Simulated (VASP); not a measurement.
# BN (P6_3mc) in VASP: further runs, part 7 of 7

VASP 6.6.1.

### Step 89. Equation of state, r2SCAN, 6.15 Å³/atom

INCAR reads:

```
SYSTEM = BN
ADDGRID = .FALSE.
ALGO = Normal
EDIFF = 1E-6
ENCUT = 500
ISIF = 2
ISMEAR = 0
LASPH = .TRUE.
LCHARG = .FALSE.
LMIXTAU = .TRUE.
LREAL = .FALSE.
LWAVE = .FALSE.
METAGGA = R2SCAN
NELM = 100
PREC = Accurate
SIGMA = 0.05
```

KPOINTS reads:

```
k-points
0
G
  10 10 6
  0 0 0
```

POSCAR reads:

```
BN
1.0
    2.5792277770      0.0000000000      0.0000000000
   -1.2896138886      2.2336767770      0.0000000000
    0.0000000000      0.0000000000      4.2687077714
N B
2 2
Direct
    0.3333333333      0.6666666667      0.1252760000
    0.6666666667      0.3333333333      0.6252760000
    0.3333333333      0.6666666667      0.4997240000
    0.6666666667      0.3333333333      0.9997240000
```

Launch:

```console
$ cat potpaw_PBE.64/N_s/POTCAR potpaw_PBE.64/B_s/POTCAR > POTCAR
$ mpirun -np 1 vasp_std > vasp.out
```

It took 64 s on 1 thread of Intel Xeon Platinum 8488C (Sapphire Rapids), shared host; peak memory 0.13 GiB.

These settings aren't checked as converged: the numbers below hold their error.

What came out:

```
Free energy            : -38.1116 eV
Pressure               : -14.4 GPa
Largest force          : 0.043 eV/Å
Band gap on the k mesh : 5.96 eV, indirect (least direct gap 8.75 eV)
```

Caveat: the PAW data sets were made with another functional, which shifts forces and pressure a little.

### Step 90. Equation of state, r2SCAN, 5.79 Å³/atom

Changes to INCAR since step 89:

```diff
@@ -14,3 +14,3 @@
 NELM = 100
-PREC = Accurate
+PREC = Low
 SIGMA = 0.05
```

KPOINTS is that of step 89.

POSCAR reads:

```
BN
1.0
    2.5281404681      0.0000000000      0.0000000000
   -1.2640702341      2.1894338697      0.0000000000
    0.0000000000      0.0000000000      4.1841565757
N B
2 2
Direct
    0.3333333333      0.6666666667      0.1252760000
    0.6666666667      0.3333333333      0.6252760000
    0.3333333333      0.6666666667      0.4997240000
    0.6666666667      0.3333333333      0.9997240000
```

Potentials or basis: VASP PAW PBE potentials, release 64 (N_s, B_s).

Launch:

```console
$ cat potpaw_PBE.64/N_s/POTCAR potpaw_PBE.64/B_s/POTCAR > POTCAR
$ mpirun -np 1 vasp_std > vasp.out
```

It took 28 s on 1 thread of Intel Xeon Platinum 8488C (Sapphire Rapids), shared host; peak memory 0.11 GiB.

These settings aren't checked as converged: the numbers below hold their error.

Results:

| Quantity | Value |
| --- | --- |
| Free energy | -38.1396 eV |
| Pressure | 8.4 GPa |
| Band gap on the k mesh | 5.90 eV, indirect (least direct gap 9.07 eV) |

Caveat: the PAW data sets were made with another functional, which shifts forces and pressure a little.

### Step 91. Equation of state, r2SCAN, 6.15 Å³/atom

INCAR is that of step 90.

KPOINTS is that of step 90.

POSCAR reads:

```
BN
1.0
    2.5792277770      0.0000000000      0.0000000000
   -1.2896138886      2.2336767770      0.0000000000
    0.0000000000      0.0000000000      4.2687077714
N B
2 2
Direct
    0.3333333333      0.6666666667      0.1252760000
    0.6666666667      0.3333333333      0.6252760000
    0.3333333333      0.6666666667      0.4997240000
    0.6666666667      0.3333333333      0.9997240000
```

Launch:

```console
$ cat potpaw_PBE.64/N_s/POTCAR potpaw_PBE.64/B_s/POTCAR > POTCAR
$ mpirun -np 1 vasp_std > vasp.out
```

It took 40 s on 1 thread of Intel Xeon Platinum 8488C (Sapphire Rapids), shared host; peak memory 0.11 GiB.

These settings aren't checked as converged: the numbers below hold their error.

What came out:

```yaml
Free_energy: -38.1132 eV
Pressure: -14.4 GPa
Largest_force: 0.045 eV/Å
Band_gap_on_the_k_mesh: 5.96 eV, indirect (least direct gap 8.75 eV)
```

Caveat: the PAW data sets were made with another functional, which shifts forces and pressure a little.

### Step 92. Equation of state, r2SCAN, 5.79 Å³/atom

Changes to INCAR since step 91:

```diff
@@ -14,3 +14,3 @@
 NELM = 100
-PREC = Low
+PREC = Normal
 SIGMA = 0.05
```

KPOINTS is that of step 91.

POSCAR reads:

```
BN
1.0
    2.5281404681      0.0000000000      0.0000000000
   -1.2640702341      2.1894338697      0.0000000000
    0.0000000000      0.0000000000      4.1841565757
N B
2 2
Direct
    0.3333333333      0.6666666667      0.1252760000
    0.6666666667      0.3333333333      0.6252760000
    0.3333333333      0.6666666667      0.4997240000
    0.6666666667      0.3333333333      0.9997240000
```

Launch:

```console
$ cat potpaw_PBE.64/N_s/POTCAR potpaw_PBE.64/B_s/POTCAR > POTCAR
$ mpirun -np 1 vasp_std > vasp.out
```

It took 31 s on 1 thread of Intel Xeon Platinum 8488C (Sapphire Rapids), shared host; peak memory 0.12 GiB.

The run converged, but some of its settings lie outside the range that counts as converged, so its numbers aren't taken as properties of the crystal.

Results:

| Quantity | Value |
| --- | --- |
| Free energy | -38.1376 eV |
| Pressure | 8.4 GPa |
| Largest force | 0.004 eV/Å |
| Band gap on the k mesh | 5.90 eV, indirect (least direct gap 9.07 eV) |

Caveat: the PAW data sets were made with another functional, which shifts forces and pressure a little.

### Step 93. Equation of state, r2SCAN, 6.15 Å³/atom

INCAR is that of step 92.

KPOINTS is that of step 92.

POSCAR reads:

```
BN
1.0
    2.5792277770      0.0000000000      0.0000000000
   -1.2896138886      2.2336767770      0.0000000000
    0.0000000000      0.0000000000      4.2687077714
N B
2 2
Direct
    0.3333333333      0.6666666667      0.1252760000
    0.6666666667      0.3333333333      0.6252760000
    0.3333333333      0.6666666667      0.4997240000
    0.6666666667      0.3333333333      0.9997240000
```

Potentials or basis: VASP PAW PBE potentials, release 64 (N_s, B_s).

Launch:

```console
$ cat potpaw_PBE.64/N_s/POTCAR potpaw_PBE.64/B_s/POTCAR > POTCAR
$ mpirun -np 1 vasp_std > vasp.out
```

It took 33 s on 1 thread of Intel Xeon Platinum 8488C (Sapphire Rapids), shared host; peak memory 0.12 GiB.

The run converged, but some of its settings lie outside the range that counts as converged, so its numbers aren't taken as properties of the crystal.

Results:

```
Free energy            : -38.1116 eV
Pressure               : -14.4 GPa
Largest force          : 0.043 eV/Å
Band gap on the k mesh : 5.96 eV, indirect (least direct gap 8.75 eV)
```

Caveat: the PAW data sets were made with another functional, which shifts forces and pressure a little.

### Step 94. Equation of state, r2SCAN, 5.79 Å³/atom

Changes to INCAR since step 93:

```diff
@@ -10,3 +10,3 @@
 LMIXTAU = .TRUE.
-LREAL = .FALSE.
+LREAL = Auto
 LWAVE = .FALSE.
@@ -14,3 +14,3 @@
 NELM = 100
-PREC = Normal
+PREC = Accurate
 SIGMA = 0.05
```

KPOINTS is that of step 93.

POSCAR reads:

```
BN
1.0
    2.5281404681      0.0000000000      0.0000000000
   -1.2640702341      2.1894338697      0.0000000000
    0.0000000000      0.0000000000      4.1841565757
N B
2 2
Direct
    0.3333333333      0.6666666667      0.1252760000
    0.6666666667      0.3333333333      0.6252760000
    0.3333333333      0.6666666667      0.4997240000
    0.6666666667      0.3333333333      0.9997240000
```

Launch:

```console
$ cat potpaw_PBE.64/N_s/POTCAR potpaw_PBE.64/B_s/POTCAR > POTCAR
$ mpirun -np 1 vasp_std > vasp.out
```

It took 96 s on 1 thread of Intel Xeon Platinum 8488C (Sapphire Rapids), shared host; peak memory 0.13 GiB.

These settings aren't checked as converged: the numbers below hold their error.

Results:

```yaml
Free_energy: -38.1385 eV
Pressure: 8.3 GPa
Largest_force: 0.005 eV/Å
Band_gap_on_the_k_mesh: 5.90 eV, indirect (least direct gap 9.07 eV)
```

Caveat: the PAW data sets were made with another functional, which shifts forces and pressure a little.

### Step 95. Equation of state, r2SCAN, 6.15 Å³/atom

INCAR is that of step 94.

KPOINTS is that of step 94.

POSCAR reads:

```
BN
1.0
    2.5792277770      0.0000000000      0.0000000000
   -1.2896138886      2.2336767770      0.0000000000
    0.0000000000      0.0000000000      4.2687077714
N B
2 2
Direct
    0.3333333333      0.6666666667      0.1252760000
    0.6666666667      0.3333333333      0.6252760000
    0.3333333333      0.6666666667      0.4997240000
    0.6666666667      0.3333333333      0.9997240000
```

Launch:

```console
$ cat potpaw_PBE.64/N_s/POTCAR potpaw_PBE.64/B_s/POTCAR > POTCAR
$ mpirun -np 1 vasp_std > vasp.out
```

Wall time 92 s (1 thread of Intel Xeon Platinum 8488C (Sapphire Rapids), shared host); peak memory 0.13 GiB.

These settings aren't checked as converged: the numbers below hold their error.

Results:

```yaml
Free_energy: -38.1126 eV
Pressure: -14.4 GPa
Largest_force: 0.043 eV/Å
Band_gap_on_the_k_mesh: 5.96 eV, indirect (least direct gap 8.75 eV)
```

Caveat: the PAW data sets were made with another functional, which shifts forces and pressure a little.

### Step 96. Equation of state, r2SCAN, 5.79 Å³/atom

Changes to INCAR since step 95:

```diff
@@ -3,3 +3,3 @@
 ALGO = Normal
-EDIFF = 1E-6
+EDIFF = 1E-4
 ENCUT = 500
@@ -10,3 +10,3 @@
 LMIXTAU = .TRUE.
-LREAL = Auto
+LREAL = .FALSE.
 LWAVE = .FALSE.
```

KPOINTS is that of step 95.

POSCAR reads:

```
BN
1.0
    2.5281404681      0.0000000000      0.0000000000
   -1.2640702341      2.1894338697      0.0000000000
    0.0000000000      0.0000000000      4.1841565757
N B
2 2
Direct
    0.3333333333      0.6666666667      0.1252760000
    0.6666666667      0.3333333333      0.6252760000
    0.3333333333      0.6666666667      0.4997240000
    0.6666666667      0.3333333333      0.9997240000
```

Potentials or basis: VASP PAW PBE potentials, release 64 (N_s, B_s).

Launch:

```console
$ cat potpaw_PBE.64/N_s/POTCAR potpaw_PBE.64/B_s/POTCAR > POTCAR
$ mpirun -np 1 vasp_std > vasp.out
```

Run time: 59 s. Hardware: 1 thread of Intel Xeon Platinum 8488C (Sapphire Rapids), shared host; peak memory 0.13 GiB.

The run converged, but some of its settings lie outside the range that counts as converged, so its numbers aren't taken as properties of the crystal.

What came out:

```yaml
Free_energy: -38.1376 eV
Pressure: 8.5 GPa
Largest_force: 0.005 eV/Å
Band_gap_on_the_k_mesh: 5.90 eV, indirect (least direct gap 9.07 eV)
```

Caveat: the PAW data sets were made with another functional, which shifts forces and pressure a little.

### Step 97. Equation of state, r2SCAN, 6.15 Å³/atom

INCAR is that of step 96.

KPOINTS is that of step 96.

POSCAR reads:

```
BN
1.0
    2.5792277770      0.0000000000      0.0000000000
   -1.2896138886      2.2336767770      0.0000000000
    0.0000000000      0.0000000000      4.2687077714
N B
2 2
Direct
    0.3333333333      0.6666666667      0.1252760000
    0.6666666667      0.3333333333      0.6252760000
    0.3333333333      0.6666666667      0.4997240000
    0.6666666667      0.3333333333      0.9997240000
```

Launch:

```console
$ cat potpaw_PBE.64/N_s/POTCAR potpaw_PBE.64/B_s/POTCAR > POTCAR
$ mpirun -np 1 vasp_std > vasp.out
```

It took 53 s on 1 thread of Intel Xeon Platinum 8488C (Sapphire Rapids), shared host; peak memory 0.14 GiB.

These settings aren't checked as converged: the numbers below hold their error.

Results:

| Property | Result |
| --- | --- |
| Free energy | -38.1113 eV |
| Pressure | -14.0 GPa |
| Largest force | 0.043 eV/Å |
| Band gap on the k mesh | 5.97 eV, indirect (least direct gap 8.75 eV) |

Caveat: the PAW data sets were made with another functional, which shifts forces and pressure a little.

### Step 98. Equation of state, r2SCAN, 5.79 Å³/atom

Changes to INCAR since step 97:

```diff
@@ -3,4 +3,4 @@
 ALGO = Normal
-EDIFF = 1E-4
-ENCUT = 500
+EDIFF = 1E-6
+ENCUT = 400
 ISIF = 2
```

KPOINTS reads:

```
k-points
0
G
  12 12 7
  0 0 0
```

POSCAR reads:

```
BN
1.0
    2.5281404681      0.0000000000      0.0000000000
   -1.2640702341      2.1894338697      0.0000000000
    0.0000000000      0.0000000000      4.1841565757
N B
2 2
Direct
    0.3333333333      0.6666666667      0.1252760000
    0.6666666667      0.3333333333      0.6252760000
    0.3333333333      0.6666666667      0.4997240000
    0.6666666667      0.3333333333      0.9997240000
```

Launch:

```console
$ cat potpaw_PBE.64/N_s/POTCAR potpaw_PBE.64/B_s/POTCAR > POTCAR
$ mpirun -np 1 vasp_std > vasp.out
```

Wall time 52 s (1 thread of Intel Xeon Platinum 8488C (Sapphire Rapids), shared host); peak memory 0.12 GiB.

These settings aren't checked as converged: the numbers below hold their error.

Results:

* Free energy: -38.1032 eV
* Pressure: 8.2 GPa
* Largest force: 0.005 eV/Å
* Band gap on the k mesh: 5.69 eV, indirect (least direct gap 9.07 eV)

Caveat: the PAW data sets were made with another functional, which shifts forces and pressure a little; an odd mesh through Γ misses points on the zone boundary, where band edges often lie.

### Step 99. Equation of state, r2SCAN, 6.15 Å³/atom

INCAR is that of step 98.

KPOINTS is that of step 98.

POSCAR reads:

```
BN
1.0
    2.5792277770      0.0000000000      0.0000000000
   -1.2896138886      2.2336767770      0.0000000000
    0.0000000000      0.0000000000      4.2687077714
N B
2 2
Direct
    0.3333333333      0.6666666667      0.1252760000
    0.6666666667      0.3333333333      0.6252760000
    0.3333333333      0.6666666667      0.4997240000
    0.6666666667      0.3333333333      0.9997240000
```

Potentials or basis: VASP PAW PBE potentials, release 64 (N_s, B_s).

Launch:

```console
$ cat potpaw_PBE.64/N_s/POTCAR potpaw_PBE.64/B_s/POTCAR > POTCAR
$ mpirun -np 1 vasp_std > vasp.out
```

It took 72 s on 1 thread of Intel Xeon Platinum 8488C (Sapphire Rapids), shared host; peak memory 0.13 GiB.

The run converged, but some of its settings lie outside the range that counts as converged, so its numbers aren't taken as properties of the crystal.

Results:

- Free energy: -38.0788 eV
- Pressure: -14.5 GPa
- Largest force: 0.042 eV/Å
- Band gap on the k mesh: 5.77 eV, indirect (least direct gap 8.76 eV)

Caveat: the PAW data sets were made with another functional, which shifts forces and pressure a little; an odd mesh through Γ misses points on the zone boundary, where band edges often lie.

### Step 100. Equation of state, r2SCAN, 5.79 Å³/atom

Changes to INCAR since step 99:

```diff
@@ -4,3 +4,3 @@
 EDIFF = 1E-6
-ENCUT = 400
+ENCUT = 600
 ISIF = 2
```

KPOINTS reads:

```
k-points
0
G
  10 10 6
  0 0 0
```

POSCAR reads:

```
BN
1.0
    2.5281404681      0.0000000000      0.0000000000
   -1.2640702341      2.1894338697      0.0000000000
    0.0000000000      0.0000000000      4.1841565757
N B
2 2
Direct
    0.3333333333      0.6666666667      0.1252760000
    0.6666666667      0.3333333333      0.6252760000
    0.3333333333      0.6666666667      0.4997240000
    0.6666666667      0.3333333333      0.9997240000
```

Launch:

```console
$ cat potpaw_PBE.64/N_s/POTCAR potpaw_PBE.64/B_s/POTCAR > POTCAR
$ mpirun -np 1 vasp_std > vasp.out
```

Wall time 70 s (1 thread of Intel Xeon Platinum 8488C (Sapphire Rapids), shared host); peak memory 0.14 GiB.

These settings aren't checked as converged: the numbers below hold their error.

What came out:

```yaml
Free_energy: -38.1447 eV
Pressure: 8.8 GPa
Largest_force: 0.004 eV/Å
Band_gap_on_the_k_mesh: 5.90 eV, indirect (least direct gap 9.07 eV)
```

Caveat: the PAW data sets were made with another functional, which shifts forces and pressure a little.

### Step 101. Equation of state, r2SCAN, 6.15 Å³/atom

INCAR is that of step 100.

KPOINTS is that of step 100.

POSCAR reads:

```
BN
1.0
    2.5792277770      0.0000000000      0.0000000000
   -1.2896138886      2.2336767770      0.0000000000
    0.0000000000      0.0000000000      4.2687077714
N B
2 2
Direct
    0.3333333333      0.6666666667      0.1252760000
    0.6666666667      0.3333333333      0.6252760000
    0.3333333333      0.6666666667      0.4997240000
    0.6666666667      0.3333333333      0.9997240000
```

Launch:

```console
$ cat potpaw_PBE.64/N_s/POTCAR potpaw_PBE.64/B_s/POTCAR > POTCAR
$ mpirun -np 1 vasp_std > vasp.out
```

It took 93 s on 1 thread of Intel Xeon Platinum 8488C (Sapphire Rapids), shared host; peak memory 0.16 GiB.

These settings aren't checked as converged: the numbers below hold their error.

Results:

- Free energy: -38.1178 eV
- Pressure: -14.0 GPa
- Largest force: 0.043 eV/Å
- Band gap on the k mesh: 5.96 eV, indirect (least direct gap 8.75 eV)

Caveat: the PAW data sets were made with another functional, which shifts forces and pressure a little.

### Step 102. Equation of state, r2SCAN, 5.79 Å³/atom

Changes to INCAR since step 101:

```diff
@@ -4,3 +4,3 @@
 EDIFF = 1E-6
-ENCUT = 600
+ENCUT = 500
 ISIF = 2
```

KPOINTS reads:

```
k-points
0
G
  12 12 7
  0 0 0
```

POSCAR reads:

```
BN
1.0
    2.5281404681      0.0000000000      0.0000000000
   -1.2640702341      2.1894338697      0.0000000000
    0.0000000000      0.0000000000      4.1841565757
N B
2 2
Direct
    0.3333333333      0.6666666667      0.1252760000
    0.6666666667      0.3333333333      0.6252760000
    0.3333333333      0.6666666667      0.4997240000
    0.6666666667      0.3333333333      0.9997240000
```

Potentials or basis: VASP PAW PBE potentials, release 64 (N_s, B_s).

Launch:

```console
$ cat potpaw_PBE.64/N_s/POTCAR potpaw_PBE.64/B_s/POTCAR > POTCAR
$ mpirun -np 1 vasp_std > vasp.out
```

It took 77 s on 1 thread of Intel Xeon Platinum 8488C (Sapphire Rapids), shared host; peak memory 0.13 GiB.

The run converged, but some of its settings lie outside the range that counts as converged, so its numbers aren't taken as properties of the crystal.

Results:

- Free energy: -38.1377 eV
- Pressure: 8.4 GPa
- Largest force: 0.005 eV/Å
- Band gap on the k mesh: 5.69 eV, indirect (least direct gap 9.08 eV)

Caveat: the PAW data sets were made with another functional, which shifts forces and pressure a little; an odd mesh through Γ misses points on the zone boundary, where band edges often lie.

### Step 103. Equation of state, r2SCAN, 6.15 Å³/atom

INCAR is that of step 102.

KPOINTS is that of step 102.

POSCAR reads:

```
BN
1.0
    2.5792277770      0.0000000000      0.0000000000
   -1.2896138886      2.2336767770      0.0000000000
    0.0000000000      0.0000000000      4.2687077714
N B
2 2
Direct
    0.3333333333      0.6666666667      0.1252760000
    0.6666666667      0.3333333333      0.6252760000
    0.3333333333      0.6666666667      0.4997240000
    0.6666666667      0.3333333333      0.9997240000
```

Launch:

```console
$ cat potpaw_PBE.64/N_s/POTCAR potpaw_PBE.64/B_s/POTCAR > POTCAR
$ mpirun -np 1 vasp_std > vasp.out
```

Wall time 80 s (1 thread of Intel Xeon Platinum 8488C (Sapphire Rapids), shared host); peak memory 0.14 GiB.

These settings aren't checked as converged: the numbers below hold their error.

Results:

| Quantity | Value |
| --- | --- |
| Free energy | -38.1116 eV |
| Pressure | -14.4 GPa |
| Largest force | 0.043 eV/Å |
| Band gap on the k mesh | 5.77 eV, indirect (least direct gap 8.76 eV) |

Caveat: the PAW data sets were made with another functional, which shifts forces and pressure a little; an odd mesh through Γ misses points on the zone boundary, where band edges often lie.
